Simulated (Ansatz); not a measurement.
Input and command of a calculation in Ansatz (plane waves; scalar-relativistic PAW potentials unless the input names others):

```yaml
crystal:
  lattice:
    - [0.0, 2.0272332241, 2.0272332241]
    - [2.0272332241, 0.0, 2.0272332241]
    - [2.0272332241, 2.0272332241, 0.0]
  atoms:
    - { symbol: Ag, position: [0.0, 0.0, 0.0] }
basis:
  ecutwfc: 420
  precision: f64
kpoints:
  mp_grid: { grid: [18, 18, 18] }
hamiltonian:
  xc: pbesol
  dispersion: d4
scf:
  occupations: { method: gaussian, width: 0.1 }
  eigensolver: { kind: davidson }
output:
  forces: true
  eigenvalues: true
  stress: true
```

```bash
ansatz run input.yaml --threads 1 --pin off --max-ram 2560MiB --backend cpu --events-out ev --progress --plain --runs-dir out
```

Abridged log:
```
Basis set: ecut = 420 eV, 331 PW (Γ), exchange–correlation on 40×40×40 points (8 copies of the dense FFT grid, shifted against one another)
Bands: 14, of which v1, the nominal top of the filled ones, is band 10 counted from 1 (9 counted from 0)
Symmetry: 48 space group operations
k-points: 195 of 5832
SCF iter   1: F=—  HF=-7522.593393 eV  |F-HF|=—  |Δ(HF+E_count)|=         —  Δρ=1.01e-2  dr2=1.56e-2  ethr=1.77e-3  ⟨swp⟩=7.0  Hψ=11461  notcnv=0
SCF iter   2: F=—  HF=-7522.589741 eV  |F-HF|=—  |Δ(HF+E_count)|=   3.65e-3  Δρ=5.03e-3  dr2=2.91e-3  ethr=8.21e-5  ⟨swp⟩=3.0  Hψ=6499  notcnv=0  defer=1
SCF iter   3: F=—  HF=-7522.588807 eV  |F-HF|=—  |Δ(HF+E_count)|=   9.34e-4  Δρ=9.05e-4  dr2=3.25e-5  ethr=1.75e-7  ⟨swp⟩=2.0  Hψ=9418  notcnv=0
automatic band count: iteration 3 solves 12 bands in place of 14: the levels show a gap, and the empty bands left out lie too high to hold charge; the band table lists the bands solved (type scf.n_extra_bands for more)
SCF iter   4: F=—  HF=-7522.588803 eV  |F-HF|=—  |Δ(HF+E_count)|=   4.14e-6  Δρ=4.58e-5  dr2=1.43e-7  ethr=1.71e-7  ⟨swp⟩=3.0  Hψ=4402  notcnv=0
SCF iter   5: F=-7522.588803 eV  HF=-7522.588803 eV  |F-HF|=5.88e-10  |Δ(HF+E_count)|=   9.57e-8  Δρ=1.03e-5  dr2=8.14e-9  ethr=7.51e-10  ⟨swp⟩=3.1  Hψ=5314  notcnv=0
SCF iter   6: F=-7522.588803 eV  HF=-7522.588803 eV  |F-HF|=2.33e-10  |Δ(HF+E_count)|=   4.57e-9  Δρ=1.88e-6  dr2=3.53e-10  ethr=4.29e-11  ⟨swp⟩=3.0  Hψ=5294  notcnv=0
SCF 1 converged in 6 iterations: F = -7522.588803 eV  dr2 = 3.53e-10
  Residual-converged pass: ⟨swp⟩=2.0  Hψ=2660  notcnv=0  max |occ|·‖R‖ = 6.7e-6 eV (tolerance 6.7e-6 eV) dr2=3.55e-10  dr2_onsite=5.19e-11  max |Δocc| = 3.6e-13
SCF converged after 6 iterations
Free energy (F): -7522.588803 eV
Harris-Foulkes:  -7522.588803 eV  (|F-HF|=2.33e-10)
Internal energy: -7522.587833 eV  (E = F + TS)
E sigma→0 (E₀):  -7522.588318 eV
Entropy (-TS):   -0.000970 eV (-0.970 meV/atom)
Fermi energy:    17.654253 eV
  E_disp       = -0.338199  (pairwise vdW)
--- Forces (eV/Å), atoms counted from 1 ---
  atom   1  Ag     0.00000000     0.00000000     0.00000000
--- Stress (GPa, compression-positive) ---
       -3.026626       0.000000       0.000000
        0.000000      -3.026626       0.000000
        0.000000       0.000000      -3.026626
  P = ⅓ Tr σ = -3.0266 GPa (-30.266 kbar)
```

Apart from outputs, empty bands and the relaxation, which only the reference makes, the input differs from a reference run on usual settings in hamiltonian.dispersion: not typed → "d4"; scf.eigensolver.kind: not typed → "davidson"; basis.precision: not typed → "f64". The reference, at the same geometry, ended its own course with pressure 0.00 GPa, largest force 0.000 eV/Å, no gap on the mesh. This run converged in 6 SCF iterations with an energy at zero smearing 338 meV/atom below the reference's (the Hamiltonian itself differs), pressure -3.03 GPa, largest force 0.000 eV/Å, no gap on the mesh.

The run took 2.8 s on 1 thread of Arm Neoverse V2 (shared host), peak memory 0.29 GiB.